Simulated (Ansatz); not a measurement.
## InAs at several levels of theory

One geometry, relaxed with PBE, and single points on it; plane waves with PAW potentials in Ansatz, scalar-relativistic unless the row names spin-orbit coupling. No spin polarisation. Meshes are on the primitive cell of 2 atoms. Gaps are the least over mesh and band path; pressure is positive in compression. Smearing is Gaussian, 0.10 eV.

```cif
data_structure
_symmetry_space_group_name_H-M 'F-43m'
_symmetry_Int_Tables_number 216
_cell_length_a 6.1863
_cell_length_b 6.1863
_cell_length_c 6.1863
_cell_angle_alpha 90.000
_cell_angle_beta 90.000
_cell_angle_gamma 90.000
_cell_volume 236.75
loop_
_atom_site_label
_atom_site_type_symbol
_atom_site_symmetry_multiplicity
_atom_site_Wyckoff_symbol
_atom_site_fract_x
_atom_site_fract_y
_atom_site_fract_z
_atom_site_occupancy
In1 In 4 a 0.00000 0.00000 0.00000 1
As1 As 4 d 0.25000 0.25000 0.75000 1
```

| level | cutoff (eV) | k mesh | gap (eV) | pressure (GPa) | rough cost with bands (core-min) |
| --- | --- | --- | --- | --- | --- |
| PBE | 420 | 12×12×12 | 0 | 0.0 | 0.6 |

**Question.** What do r2SCAN, PBE with spin-orbit coupling, LDA give on the same cell?

**Answer.**
| level | cutoff (eV) | k mesh | gap (eV) | pressure (GPa) | rough cost with bands (core-min) |
| --- | --- | --- | --- | --- | --- |
| r2SCAN | 500 | 12×12×12 | 0 | -2.0 | 1 |
| PBE with spin-orbit coupling | 420 | 12×12×12 | 0 | 0.0 | 0.8 |
| LDA | 420 | 12×12×12 | 0 | -3.9 | 0.6 |